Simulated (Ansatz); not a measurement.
**Two inputs for SiO2**

Cell: an entry of the Crystallography Open Database (COD; perhaps a calculated or model structure), ions relaxed with PBE at fixed cell.

```cif
data_SiO2
_symmetry_space_group_name_H-M 'I-42d'
_symmetry_Int_Tables_number 122
_cell_length_a 4.7481
_cell_length_b 4.7481
_cell_length_c 7.4880
_cell_angle_alpha 90.000
_cell_angle_beta 90.000
_cell_angle_gamma 90.000
loop_
_atom_site_label
_atom_site_type_symbol
_atom_site_symmetry_multiplicity
_atom_site_Wyckoff_symbol
_atom_site_fract_x
_atom_site_fract_y
_atom_site_fract_z
Si Si 4 a 0.0000 0.0000 0.0000
O O 8 d 0.2500 0.6264 0.3750
```

One atom of each set is listed; the run and its k-mesh use a cell of 6 atoms with edges of 5.03, 5.03, 5.03 Å.

Reference run. All values are calculated (Ansatz; DFT, PBE, plane waves and PAW, scalar-relativistic, 420 eV cutoff, Γ-centred 6×6×6 k-points, Fermi–Dirac smearing 0.02 eV), not measured.

(1) The input is changed as follows: `scf.mixing.algorithm`: not typed → broyden; `scf.mixing.beta`: not typed → 0.1; `hamiltonian.pseudopotentials`: {kind: paw} → {kind: paw, source: jth}. What happens to V_zz (10²¹ V/m²) and η?

## Answers

(1) 

| site | V_zz reference | η reference | V_zz changed | η changed |
| --- | --- | --- | --- | --- |
| Si | -0.57 | 0.00 | -0.61 | 0.00 |
| O | 8.97 | 0.34 | 8.74 | 0.35 |

The largest change of V_zz is on O, from 8.97 to 8.74. In per cent, |V_zz| changes by +7 on Si, -3 on O (all sites that start above 0.5). The cutoff that the program takes moves with it, from 420 to 1380 eV. The changed run reads another set of PAW files. New warnings: radial quadrature taken.
